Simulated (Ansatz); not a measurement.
# Is this NaH structure stable?

The cell was reached from a generator's guess, though it ends in a space group that the Crystallography Open Database lists for this formula.

Computed with DFT PBE, scalar-relativistic, plane waves, PAW (Ansatz 0.2.0). The final run on the 2-atom cell used 420 eV, a Γ-centred 8×8×8 mesh, 0.02 eV smearing and no spin polarisation.

Space group Fm-3m (No. 225). a = 4.831 Å, b = 4.831 Å, c = 4.831 Å, α = 90.00°, β = 90.00°, γ = 90.00°
```json
{"atom": "Na", "site": "4b", "symmetry": "m-3m", "x": "0.5000", "y": "0.0000", "z": "0.0000"}
{"atom": "H", "site": "4a", "symmetry": "m-3m", "x": "0.0000", "y": "0.0000", "z": "0.0000"}
```

The zero of energy is the elements' standard structures at the same level (H₂ as a molecule); no fitted shifts are applied.

Problem. These tests were run: energy against the elements; phonons on a 4×4×4 q mesh. What do they show?

Solution.

```
                       test                         result
energy against the elements                 −0.196 eV/atom
  phonons on a 4×4×4 q mesh  no imaginary mode on the mesh
```

It fails none of these tests. Whether a mixture of other phases lies lower isn't tested here.

With hydrogen, zero-point motion can shift formation energies by some tens of meV/atom. The run for the phonons used an 8×8×8 k mesh.
